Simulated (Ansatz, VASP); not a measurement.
# BaTe in VASP and in Ansatz

INCAR

```
SYSTEM = BaTe
PREC = Accurate
ENCUT = 520
EDIFF = 1E-7
ISMEAR = -1
SIGMA = 0.05
LREAL = .FALSE.
LASPH = .TRUE.
NELM = 60
ALGO = Normal
ISIF = 2
LWAVE = .FALSE.
LCHARG = .FALSE.
GGA = PE
NBANDS = 15
```

The input KPOINTS:

```
regular mesh
0
G
  10 10 10
  0 0 0
```

The input POSCAR:

```
BaTe
1.0
    0.0000000000      3.4381830962      3.4381830962
    3.4381830962      0.0000000000      3.4381830962
    3.4381830962      3.4381830962      0.0000000000
Ba Te
1 1
Direct
    0.0000000000      0.0000000000      0.0000000000
    0.5000000000      0.5000000000      0.5000000000
```

Input for Ansatz:

```yaml
crystal:
  lattice:
    - [0.0, 3.4381830962, 3.4381830962]
    - [3.4381830962, 0.0, 3.4381830962]
    - [3.4381830962, 3.4381830962, 0.0]
  atoms:
    - { symbol: Ba, position: [0.0, 0.0, 0.0] }
    - { symbol: Te, position: [0.5, 0.5, 0.5] }
kpoints:
  mp_grid: { grid: [10, 10, 10] }
scf:
  occupations: { method: fermi_dirac, width: 0.05 }
hamiltonian:
  xc: pbe
  pseudopotentials: { kind: all_electron, lapw: { basis_error: 0.00025 } }
output:
  forces: true
  stress: true
  eigenvalues: true
```

Change from the starting cell: volume scaled by 1.025.

Alike in both runs: task single point; functional PBE; k mesh 10 × 10 × 10; occupations fermi-dirac, width 0.05 eV; no spin polarisation.

|  | VASP | Ansatz |
| --- | --- | --- |
| version | VASP 6.6.1 | Ansatz 0.2.0 |
| potentials or method | VASP PAW PBE potentials, release 64 (Ba_sv, Te) | all-electron LAPW, scalar-relativistic |
| plane-wave cutoff (eV) | 520 | see its input |

|  | VASP | Ansatz | Ansatz less VASP |
| --- | --- | --- | --- |
| pressure (GPa) | 3.2 | 2.8 | -0.40 |

Ansatz ran all-electron here, so the differences hold the error of VASP's frozen core and of both bases.

Caveats: spin-orbit coupling is left out, which moves the levels of the heavy elements. A k mesh can miss the band edges.
